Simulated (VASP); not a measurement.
**C3N4: single point with LDA**

The system is C3N4.

```xyz
7
Lattice="3.4568 0.0000 0.0000 0.0000 3.4568 0.0000 0.0000 0.0000 3.4568" Properties=species:S:1:pos:R:3 pbc="T T T"
N     2.6595    0.8580    0.7971
N     0.9121    2.5429    0.8465
N     2.7126    2.7197    2.7740
N     0.9434    0.9060    2.5217
C     0.0267    1.7818   -0.1392
C     1.8403    0.1164   -0.0515
C    -0.1026   -0.0511    1.6226
```

The cell comes from a database or a generator and needn't be the stable form of this composition.

The cell isn't the ideal one: atoms moved at random, drawn with an rms of 0.15 Å.

```json
{
  "Program": "VASP 6.6.1",
  "Task": "single point",
  "Functional": "LDA",
  "Potentials or basis": "VASP PAW LDA potentials, release 64 (N, C)",
  "Cutoff": "520 eV",
  "k mesh": "8 × 8 × 8",
  "Occupations": "gaussian, width 0.05 eV",
  "Spin": "no spin polarisation",
  "Further INCAR settings": "ALGO = Normal; EDIFF = 1e-07; NBANDS = 25"
}
```

The pressure is -1.5 GPa, the largest force is 8.390 eV/Å and the band gap on the k mesh is 0.80 eV, indirect (least direct gap 0.96 eV).

Forces in eV/Å, atoms in the order of the input:
```
N   -0.406  1.036  0.632
N   -1.434  2.000 -0.153
N   -1.620 -0.051 -8.232
N   -1.630 -0.330  0.398
C    4.264 -2.181  4.607
C   -4.421 -1.182  1.322
C    5.246  0.708  1.426
```

Stress tensor (GPa, compression positive):
```
-8.67  2.77  4.88
 2.77 -1.03  8.90
 4.88  8.90  5.05
```

Levels at points of the mesh, in eV from the valence-band top:
```csv
k point,band 12,band 13,band 14,band 15,band 16,band 17,band 18,band 19,band 20,band 21
"(0.00, 0.00, 0.00)",-6.21,-5.91,-0.73,-0.38,-0.16,0.80,1.77,2.96,4.39,5.28
"(0.50, 0.00, 0.00)",-6.12,-4.28,-4.23,-1.86,-1.19,2.29,4.45,6.25,7.01,7.28
"(0.00, 0.50, 0.00)",-6.56,-4.34,-3.93,-1.75,-1.64,2.09,4.43,6.21,7.19,7.76
"(0.00, 0.00, 0.50)",-6.59,-4.33,-4.06,-1.65,-1.49,2.28,3.98,6.05,6.59,7.89
"(0.50, 0.50, 0.00)",-5.68,-5.21,-4.52,-1.02,-0.82,4.17,4.53,5.74,6.83,8.27
"(0.00, 0.50, 0.50)",-5.44,-4.77,-4.29,-1.74,-0.43,4.04,4.98,6.17,6.84,7.32
"(0.50, 0.00, 0.50)",-5.78,-4.96,-4.55,-1.06,-0.98,4.11,4.56,6.82,7.47,7.72
"(0.50, 0.50, 0.50)",-5.02,-4.08,-0.98,-0.63,0.00,3.62,4.09,4.41,5.64,6.63
```

Wall time 2.6 min on 1 thread of Intel(R) Xeon(R) 6975P-C (Granite Rapids) (shared host), peak memory 0.28 GiB.

A k mesh can miss the band edges.
